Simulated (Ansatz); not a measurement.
**Al3GaN4: a vibration from a frozen displacement**

These are results of DFT PBEsol, scalar-relativistic, plane waves, PAW (Ansatz), not measurements. Settings: plane waves to 420 eV, k-mesh 6×6×6 (Γ-centred), Gaussian smearing 0.05 eV. No spin polarisation. Energies are free energies at this smearing, counted from the undisturbed cell; pressure is positive in compression.

Reference structure (relaxed at this level; it needn't be the usual structure):

```
Al Ga N
1.0
     4.40699    0.00000    0.00000
     0.00000    4.40699    0.00000
     0.00000    0.00000    4.40699
Al Ga N
3 1 4
Direct
  0.50000 0.50000 0.00000
  0.50000 0.00000 0.50000
  0.00000 0.50000 0.50000
  0.00000 0.00000 0.00000
  0.74471 0.74471 0.25529
  0.74471 0.25529 0.74471
  0.25529 0.74471 0.74471
  0.25529 0.25529 0.25529
```

Every Ga atom is moved by x along the Cartesian unit vector (0.577, 0.577, 0.577); the cell and all other atoms stay fixed. The cell's volume is 85.59 Å³; the moved atoms weigh 69.723 u together and the others 136.973 u.

| x (Å) | ΔE (meV/cell) | total force on the moved atoms along the move (eV/Å) | pressure (GPa) |
| --- | --- | --- | --- |
| -0.1000 | 81.26 | 1.5441 | 0.3074 |
| -0.0750 | 46.87 | 1.2022 | 0.1902 |
| -0.0500 | 21.38 | 0.8328 | 0.1017 |
| -0.0250 | 5.49 | 0.4332 | 0.0456 |
| 0.0000 | 0.00 | 0.0000 | 0.0260 |
| 0.0250 | 5.79 | -0.4699 | 0.0470 |
| 0.0500 | 23.83 | -0.9803 | 0.1133 |
| 0.0750 | 55.18 | -1.5356 | 0.2292 |
| 0.0875 | 76.21 | -1.8315 | 0.3073 |
| 0.1000 | 101.02 | -2.1405 | 0.3998 |

Task: What frequency belongs to this motion?

Result: The force constant is k = −dF/dx = 18.062 eV/Å², from the parabola through x = -0.0250, 0 and 0.0250. In every cell the moved atoms swing against the rest, so the mass is μ = m₁m₂/(m₁ + m₂) = 46.204 u, and ν̃ = 521.5 cm⁻¹ × √(|k|/μ) = 326 cm⁻¹. The pattern needn't be a normal mode: ν̃² is then a weighted mean of the squared nonzero frequencies at the zone centre of this cell, taken without macroscopic field, so it lies between the lowest and the highest of them.

Task: How far does the harmonic law reach?

Result: At x = -0.100 Å, kx²/2 = 90.31 meV against the computed 81.26 meV (-10.0 %): the well softens in this direction at large amplitude.